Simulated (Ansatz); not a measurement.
Li₂S: the gap against volume

Li₂S, Fm-3m, a = 5.706 Å. Ansatz: PBE, PAW, 420 eV, Γ-centred 8×8×8 mesh on 3 atoms, Gaussian smearing 0.02 eV; no spin polarisation. Symmetry fixes shape and atoms, so the cell is only scaled; x = ln(V/V0) with V0 = 15.479 Å³/atom. The gap is read at the mesh points alone.

```
      x gap y (eV)
-0.0619       3.348
-0.0305       3.373
 0.0000       3.394
 0.0296           ?
 0.0583       3.424
```

Fit a straight line to the other rows, give the volume deformation potential of the gap and its pressure coefficient, and predict the missing gap. B0 = 40.7 GPa.

Means x = -0.008525, y = 3.3847; Σ(Δx)² = 0.007870, ΣΔxΔy = 0.004921; the slope is their ratio. y = 3.3901 + 0.62534 x. The slope is the deformation potential a = dE_g/d ln V = 0.63 eV, and dE_g/dP = −a/B0 = -15.4 meV/GPa. At x = 0.0296 the fit asked for gives 3.409 eV. The run gave 3.411 eV, so the fit is 0.002 eV too low, within the rms miss on the fitted rows (0.003 eV): the form describes this series only roughly.

Semilocal functionals give gaps under the measured ones; changes of the gap mostly carry over better.